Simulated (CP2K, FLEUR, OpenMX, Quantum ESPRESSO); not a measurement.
## One calculation of Nb, 4 ways

```
Nb
1.0
     2.99106    0.00000    0.00000
     0.00000    2.99106    0.00000
     0.00000    0.00000   25.57500
Nb
6
Direct
  0.50000 0.50000 0.29326
  0.00000 0.00000 0.37595
  0.50000 0.50000 0.45865
  0.00000 0.00000 0.54135
  0.50000 0.50000 0.62405
  0.00000 0.00000 0.70674
```

Alike in all runs: functional PBE; k mesh 9 × 9 × 1; occupations fermi-dirac, width 0.05 eV; no spin polarisation; no spin-orbit coupling.

| program and potentials | plane-wave cutoff (eV) | notes | largest force (eV/Å) |
| --- | --- | --- | --- |
| Quantum ESPRESSO, PseudoDojo 0.4.1 SR PBE standard | 1116 | - | 0.639 |
| OpenMX, OpenMX 2013 PBE set, Nb7.0-s3p2d2, grid cutoff 400 Ry | - | atomic basis | 0.596 |
| CP2K, POTENTIAL_UZH Nb GTH-PBE-q13; TZVP-MOLOPT-PBE-GTH basis | - | atomic basis | 0.606 |
| FLEUR, all-electron, FLAPW | - | - | 0.637 |

Force on atom 2 (Nb), eV/Å:

```csv
program and potentials,x,y,z
"Quantum ESPRESSO, PseudoDojo 0.4.1 SR PBE standard",0.000,0.000,-0.639
"OpenMX, OpenMX 2013 PBE set, Nb7.0-s3p2d2, grid cutoff 400 Ry",0.000,0.000,-0.596
"CP2K, POTENTIAL_UZH Nb GTH-PBE-q13; TZVP-MOLOPT-PBE-GTH basis",0.000,0.000,-0.606
"FLEUR, all-electron, FLAPW",0.000,0.000,-0.637
```

The atoms of the given cell lie far from their minimum at this level. Rows in atomic bases carry the error of their basis and grid, which can be large.

Differences between rows come from potentials, basis sets and numerical settings, since the functional is the same but for its coding. Runs on potential files found faulty are left out.
